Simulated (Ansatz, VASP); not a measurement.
**Ta: VASP beside Ansatz**

```
Ta
1.0
    -1.65128    1.65128    1.65128
     1.65128   -1.65128    1.65128
     1.65128    1.65128   -1.65128
Ta
1
Direct
  0.00000 0.00000 0.00000
```

Alike in both runs: task relaxation of cell and atoms; functional revPBE; k mesh 11 × 11 × 11; occupations fermi-dirac, width 0.05 eV; no spin polarisation.

|  | VASP | Ansatz |
| --- | --- | --- |
| version | VASP 6.6.1 | Ansatz 0.2.0 |
| potentials or method | VASP PAW PBE potentials, release 64 (Ta_pv) | Ansatz PAW |
| plane-wave cutoff (eV) | 600 | 420 |
| valence electrons in the cell | 11 | 13 |

```tsv
	VASP	Ansatz	Ansatz less VASP
gap on the k mesh at the Fermi level, each at its own relaxed structure (eV)	none	none	-
relaxed volume (Å³/atom)	18.50	18.48	-0.019
relaxed cell length with the largest relative difference (Å)	2.886	2.885	-0.0010
energy change over the relaxation (meV/atom)	-8	-7	+0.3
```

A gap of «none» marks a metal or a gap that the smearing closes. The two sets of potentials don't hold the same shells in valence.

Caveats: the PAW data sets were made with another functional, which shifts forces and pressure a little (VASP); the plane-wave basis is chosen anew once the cell has moved, so the energies of steps on either side of that aren't comparable (Ansatz); the PAW data sets come from PBE, with cores solved anew for the run's functional, which leaves a small shift of forces and pressure (Ansatz). Zero-point motion and thermal expansion aren't in these numbers. The runs have no spin-orbit coupling, so splittings on Ta are missing.
